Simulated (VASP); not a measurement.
Write the native input for VASP 6.6.1 that does the following.

| Item | Value |
| --- | --- |
| Task | relaxation of cell and atoms |
| Functional | PBEsol |
| Potentials or basis | VASP PAW PBE potentials, release 64 (Ti_sv, O) |
| Cutoff | 600 eV |
| k mesh | 10 × 10 × 10 |
| Occupations | gaussian, width 0.02 eV |
| Spin | no spin polarisation |
| Dipole correction | no |
| Further INCAR settings | ALGO = Normal; EDIFF = 1e-07; IBRION = 2; EDIFFG = -0.01; NSW = 80; ISIF = 3 |

The structure of TiO2 lies in POSCAR:

```
TiO2
1.0
   -1.8921000000      1.8921000000      4.7573000000
    1.8921000000     -1.8921000000      4.7573000000
    1.8921000000      1.8921000000     -4.7573000000
Ti O
2 4
Direct
    0.0000000000      0.0000000000      0.0000000000
    0.7500000000      0.2500000000      0.5000000000
    0.2081000000      0.2081000000      0.0000000000
    0.9581000000      0.4581000000      0.5000000000
    0.5419000000      0.0419000000      0.5000000000
    0.7919000000      0.7919000000      0.0000000000
```

The input as run:

INCAR

```
SYSTEM = TiO2
PREC = Accurate ; ENCUT = 600
EDIFF = 1E-7 ; ISMEAR = 0
SIGMA = 0.02 ; LREAL = .FALSE.
LASPH = .TRUE. ; NELM = 60
ALGO = Normal ; ISIF = 3
LWAVE = .FALSE. ; LCHARG = .FALSE.
GGA = PS ; IBRION = 2
NSW = 80 ; EDIFFG = -0.01
```

KPOINTS

```
Automatic mesh
0
G
  10 10 10
  0 0 0
```

Potentials or basis: VASP PAW PBE potentials, release 64 (Ti_sv, O).

Command:

```console
$ cat potpaw_PBE.64/Ti_sv/POTCAR potpaw_PBE.64/O/POTCAR > POTCAR
$ mpirun -np 1 vasp_std > vasp.out
```

It gave:

The relaxed volume is 11.34 Å³/atom and the relaxed cell is a = 5.478 Å, b = 5.478 Å, c = 5.478 Å, α = 139.73°, β = 139.73°, γ = 58.26°. The space group after relaxing (to 0.05 Å) is I4_1/amd (No. 141). The energy gained by relaxing is 0.2 meV/atom and the ionic steps are 8. The pressure after relaxing is 0.0 GPa and the largest force after relaxing is 0.009 eV/Å. The band gap on the k mesh is 2.10 eV, indirect (least direct gap 2.42 eV).

Caveat: the PAW data sets were made with another functional, which shifts forces and pressure a little.

Run time: 32 min on 1 thread of Intel(R) Xeon(R) Platinum 8488C (Sapphire Rapids), with other jobs on the host, peak memory 0.49 GiB.
